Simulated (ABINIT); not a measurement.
Crystal: InP.

```
CELL_PARAMETERS angstrom
0.00000 2.93050 2.93050
2.93050 0.00000 2.93050
2.93050 2.93050 0.00000
ATOMIC_POSITIONS crystal
In 0.00000 0.00000 0.00000
P 0.75000 0.75000 0.75000
```

Base run:

- Program: ABINIT 10.8.3 (patched build)
- Functional: r2SCAN
- Potentials or basis: PseudoDojo NC SR PBE v0.4.1 standard
- Cutoff: 1143 eV
- k mesh: 8 × 8 × 8
- Occupations: fermi-dirac, width 0.05 eV
- Spin: no spin polarisation

Its results: band gap on the k mesh 0.80 eV, direct; pressure 0.9 GPa.

Problem. The run is repeated on the same cell with these changes: potentials or basis from PseudoDojo NC SR PBE v0.4.1 standard to Ansatz PAW PBE default generated set, frozen core; cutoff from 1143 eV to 490 eV. What comes out?

Solution. Band gap on the k mesh 1.15 eV, direct; pressure 1.6 GPa.

Caveats: spin-orbit coupling is left out, which moves the levels of the heavy elements; a meta-GGA on potentials with a model core is unreliable (some runs); the potentials were made for another functional, which shifts forces and pressure (some runs); the PAW data sets were made with another functional, which shifts forces and pressure a little (some runs); the atomic spheres overlap (some runs).

